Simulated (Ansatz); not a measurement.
# GaP: how settings move the results

Aim, for GaP: sweep the plane-wave cutoff.

Computed with Ansatz 0.2.0 (DFT PBE, scalar-relativistic, plane waves, PAW, unless a step's input says otherwise).

1 further run of the same task is left out (set aside as unsound or not needed).

## 1. The system as given

It takes space group R-3m (No. 166, trigonal). The conventional cell has a = 3.886 Å, b = 3.886 Å, c = 19.292 Å, α = 90.00°, β = 90.00°, γ = 120.00°. Around Ga (site symmetry 3m) lie 3 P at 2.40 Å and 1 Ga at 2.49 Å. P (site symmetry 3m) is surrounded by 1 P at 2.21 Å and 3 Ga at 2.40 Å.

Coordinates:

```
CELL_PARAMETERS angstrom
1.94302 1.12180 6.43081
-1.94302 1.12180 6.43081
0.00000 -2.24360 6.43081
ATOMIC_POSITIONS crystal
Ga 0.43537 0.43537 0.43537
Ga 0.56463 0.56463 0.56463
P 0.05739 0.05739 0.05739
P 0.94261 0.94261 0.94261
```

The structure comes from the Materials Project (structure only); it is used as listed.

## 2. The base input

Input file input.yaml:

```yaml
crystal:
  lattice:
    - [1.9430151755, 1.1218003346, 6.4308101003]
    - [-1.9430151755, 1.1218003346, 6.4308101003]
    - [0.0, -2.2436006692, 6.4308101003]
  atoms:
    - { symbol: Ga, position: [0.435372, 0.435372, 0.435372] }
    - { symbol: Ga, position: [0.564628, 0.564628, 0.564628] }
    - { symbol: P, position: [0.057389, 0.057389, 0.057389] }
    - { symbol: P, position: [0.942611, 0.942611, 0.942611] }
basis:
  ecutwfc: 420
kpoints:
  mp_grid: { grid: [12, 12, 12] }
hamiltonian:
  xc: pbe
scf:
  occupations: { method: gaussian, width: 0.02 }
output:
  forces: true
  stress: true
  eigenvalues: true
  populations: true
  write_density: true
  write_potential: true
  elf: true
  volumetric_format: npy
```

Its results, from an earlier run: -2269.6490 eV/atom at zero smearing, pressure 0.04 GPa, largest force 0.055 eV/Å, gap on the mesh 0.83 eV, in 7 SCF cycles and 16 s.

## 3. Plane-wave cutoff: 150 eV

Input file input.yaml:

```yaml
crystal:
  lattice:
    - [1.9430151755, 1.1218003346, 6.4308101003]
    - [-1.9430151755, 1.1218003346, 6.4308101003]
    - [0.0, -2.2436006692, 6.4308101003]
  atoms:
    - { symbol: Ga, position: [0.435372, 0.435372, 0.435372] }
    - { symbol: Ga, position: [0.564628, 0.564628, 0.564628] }
    - { symbol: P, position: [0.057389, 0.057389, 0.057389] }
    - { symbol: P, position: [0.942611, 0.942611, 0.942611] }
basis:
  ecutwfc: 150
kpoints:
  mp_grid: { grid: [12, 12, 12] }
hamiltonian:
  xc: pbe
scf:
  occupations: { method: gaussian, width: 0.02 }
output:
  forces: true
  stress: true
  eigenvalues: true
```

The run is started by

```sh
> ansatz run input.yaml --threads 1 --pin off --max-ram 2560MiB --backend cpu --events-out ev --progress --plain --runs-dir out
```

## 4. Plane-wave cutoff set to 200 eV

Edit input.yaml of step 3 so:

```diff
@@ -11,3 +11,3 @@
 basis:
-  ecutwfc: 150
+  ecutwfc: 200
 kpoints:
```

## 5. Plane-wave cutoff set to 250 eV

Edit input.yaml of step 4 so:

```diff
@@ -11,3 +11,3 @@
 basis:
-  ecutwfc: 200
+  ecutwfc: 250
 kpoints:
```

## 6. Plane-wave cutoff set to 300 eV

Edit input.yaml of step 5 so:

```diff
@@ -11,3 +11,3 @@
 basis:
-  ecutwfc: 250
+  ecutwfc: 300
 kpoints:
```

## 7. Plane-wave cutoff: 350 eV

Edit input.yaml of step 6 so:

```diff
@@ -11,3 +11,3 @@
 basis:
-  ecutwfc: 300
+  ecutwfc: 350
 kpoints:
```

## 8. Plane-wave cutoff: 380 eV

Edit input.yaml of step 7 so:

```diff
@@ -11,3 +11,3 @@
 basis:
-  ecutwfc: 350
+  ecutwfc: 380
 kpoints:
```

## 9. Plane-wave cutoff: 460 eV

Edit input.yaml of step 8 so:

```diff
@@ -11,3 +11,3 @@
 basis:
-  ecutwfc: 380
+  ecutwfc: 460
 kpoints:
```

## 10. Plane-wave cutoff set to 520 eV

Edit input.yaml of step 9 so:

```diff
@@ -11,3 +11,3 @@
 basis:
-  ecutwfc: 460
+  ecutwfc: 520
 kpoints:
```

## 11. Plane-wave cutoff: 600 eV

Edit input.yaml of step 10 so:

```diff
@@ -11,3 +11,3 @@
 basis:
-  ecutwfc: 520
+  ecutwfc: 600
 kpoints:
```

## 12. Plane-wave cutoff set to 700 eV

Edit input.yaml of step 11 so:

```diff
@@ -11,3 +11,3 @@
 basis:
-  ecutwfc: 600
+  ecutwfc: 700
 kpoints:
```

## 13. Plane-wave cutoff: 850 eV

Edit input.yaml of step 12 so:

```diff
@@ -11,3 +11,3 @@
 basis:
-  ecutwfc: 700
+  ecutwfc: 850
 kpoints:
```

(Steps that only read results are left out.)

Q: Predict the outcome of the series: the values and the trend.

As calculated:

```
                                                  quantity                        value
plane-wave cutoff: within 10 and 1 meV/atom of 850 eV from  350 eV for 10; 460 eV for 1
```

**Reading.** For the plane-wave cutoff, the energy stays within 1 meV/atom of the reference from 460 eV on, at about 0.38 of the reference's time. The reference is only the best run made, not a proven limit. Total energies converge more slowly with the cutoff than differences between like structures do. The pressure is off by up to 3.8 GPa. Forces stay within 0.01 eV/Å of the reference from 350 eV on. The settings are coarse, so take the values as rough.
